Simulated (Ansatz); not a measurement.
# SiC: the cost of one run

Program: Ansatz 0.2.0. Level of theory: DFT PBE, scalar-relativistic, plane waves, PAW. These are calculated values, not measurements.

4 further runs of the same task are left out: 4 set aside as unsound or not needed.

### 1 The structure to begin with

The cell holds 32 atoms (C16CeSi15): a = 7.586 Å, b = 7.586 Å, c = 7.586 Å, α = 109.47°, β = 109.47°, γ = 109.47°.

The coordinates of this cell stand in the input of its own run.

The host was relaxed before at PBE: a = 4.380 Å, b = 4.380 Å, c = 4.380 Å, α = 90.00°, β = 90.00°, γ = 90.00° (conventional cell), 10.501 Å³/atom.

Places, in fractions of the supercell: Ce in place of Si at (0.000, 0.250, 0.000). The start keeps the symmetry of the ideal site.

### 2 Band edges of the host over the zone

input.yaml reads:

```yaml
crystal:
  lattice:
    - [0.0, 2.1898629705, 2.1898629705]
    - [2.1898629705, 0.0, 2.1898629705]
    - [2.1898629705, 2.1898629705, 0.0]
  atoms:
    - { symbol: Si, position: [0.25, 0.25, 0.25] }
    - { symbol: C, position: [0.0, 0.0, 0.0] }
basis:
  ecutwfc: 420
  xc_grid: 2
kpoints:
  mp_grid: { grid: [10, 10, 10] }
  band_path: { path: [VBM, CBM], npoints: 2 }
hamiltonian:
  xc: pbe
scf:
  occupations: { method: gaussian, width: 0.02 }
output:
  forces: true
  stress: true
  eigenvalues: true
```

The run is started by

```console
> ansatz run input.yaml --threads 8 --pin off --max-ram 16384MiB --backend cpu --events-out ev --progress --plain --runs-dir out
```

**Question.** How long does this run take on 8 threads of Arm Neoverse V1, shared host, and how much memory does it need?

About 1.1 s, with a peak of 0.29 GiB.
